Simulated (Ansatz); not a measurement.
## TaC: do energies and stresses tell the same story?

Level of theory: Ansatz, DFT PBE, scalar-relativistic, plane waves, PAW.

Cutoff 420 eV; k points 16×16×16 on the computed 2-atom cell (Γ-centred); Gaussian smearing, width 0.10 eV; no spin polarisation.

Relaxed cell: Fm-3m, a = 4.475 Å, b = 4.475 Å, c = 4.475 Å, α = 90.00°, β = 90.00°, γ = 90.00°, 2 atoms in the primitive cell.

Energies at zero smearing and pressures from the stress tensor, at volumes with shape and atoms relaxed:
| V (Å³/atom) | E − E(first) (meV/atom) | P (GPa) |
| --- | --- | --- |
| 9.859 | 0.00 | 54.24 |
| 10.195 | -95.57 | 37.34 |
| 10.531 | -158.37 | 22.92 |
| 10.867 | -193.17 | 10.59 |
| 11.203 | -204.03 | 0.05 |
| 11.539 | -194.40 | -8.97 |
| 11.876 | -167.26 | -16.69 |
| 12.324 | -108.15 | -25.26 |

Problem. Check P = −dE/dV between neighbouring volumes, and get the bulk modulus from the pressures alone.

Solution. With 1 eV/Å³ = 160.2 GPa:
```csv
middle V (Å³/atom),−ΔE/ΔV (GPa),mean P (GPa)
10.027,45.555,45.791
10.363,29.940,30.128
10.699,16.589,16.752
11.035,5.175,5.318
11.371,-4.592,-4.463
11.707,-12.935,-12.831
12.100,-21.133,-20.973
```

The two differ by 0.24 GPa at most. The mean of two end pressures misses the average over a step by about ΔV² P″/12, up to 0.22 GPa here; with that taken off 0.01 GPa remains. Around V = 11.203 Å³/atom, the two neighbours give B = −V ΔP/ΔV = 11.203 × 19.56 / 0.672 = 326.0 GPa, against B0 = 324.3 GPa from the Birch–Murnaghan fit of the energies.

Spin–orbit coupling is left out, which can shift energies with elements as heavy as these.